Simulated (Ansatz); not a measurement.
# AlRu: the cost of one run

Computed with Ansatz 0.2.0 (DFT PBEsol, scalar-relativistic, plane waves, PAW, unless a step's input says otherwise).

### 1 The structure to begin with

Symmetry: Pm-3m, No. 221, cubic system. The conventional cell has a = 2.992 Å, b = 2.992 Å, c = 2.992 Å, α = 90.00°, β = 90.00°, γ = 90.00°. Around Al (site symmetry m-3m) lie 8 Ru at 2.59 Å. Ru (site symmetry m-3m) has 8 Al at 2.59 Å in its first shell of neighbours.

Structure file:

```cif
data_structure
_symmetry_space_group_name_H-M 'Pm-3m'
_symmetry_Int_Tables_number 221
_cell_length_a 2.9916
_cell_length_b 2.9916
_cell_length_c 2.9916
_cell_angle_alpha 90.000
_cell_angle_beta 90.000
_cell_angle_gamma 90.000
_cell_volume 26.77
loop_
_atom_site_label
_atom_site_type_symbol
_atom_site_symmetry_multiplicity
_atom_site_Wyckoff_symbol
_atom_site_fract_x
_atom_site_fract_y
_atom_site_fract_z
_atom_site_occupancy
Al1 Al 1 a 0.00000 0.00000 0.00000 1
Ru1 Ru 1 b 0.50000 0.50000 0.50000 1
```

The cell is taken as given, not relaxed at this level.

### 2 Zero of energy

Reference values: F = -6342.3096 eV; pressure -3.23 GPa; largest force 0.000 eV/Å; gap on the mesh none (metal). It was computed beforehand with the settings of the runs below.

### 3 Next: a two-dimensional strain map

The cell is strained by p along both x and y and by q along z, with fractional coordinates fixed.

### 4 p = -0.050, q = -0.050

Contents of input.yaml:

```yaml
crystal:
  lattice:
    - [2.84202, 0.0, 0.0]
    - [0.0, 2.84202, 0.0]
    - [0.0, 0.0, 2.84202]
  atoms:
    - { symbol: Al, position: [0.0, 0.0, 0.0] }
    - { symbol: Ru, position: [0.5, 0.5, 0.5] }
basis:
  ecutwfc: 420
kpoints:
  mp_grid: { grid: [16, 16, 16] }
hamiltonian:
  xc: pbesol
scf:
  occupations: { method: gaussian, width: 0.15 }
output:
  forces: true
  stress: true
  eigenvalues: true
```

Run with:

```bash
$ ansatz run input.yaml --threads 1 --pin off --max-ram 2560MiB --backend cpu --events-out ev --progress --plain --runs-dir out
```

**Question.** How long does this run take on 1 thread of Arm Neoverse V1, shared host, and how much memory does it need?

About 3.2 s, with a peak of 0.32 GiB.
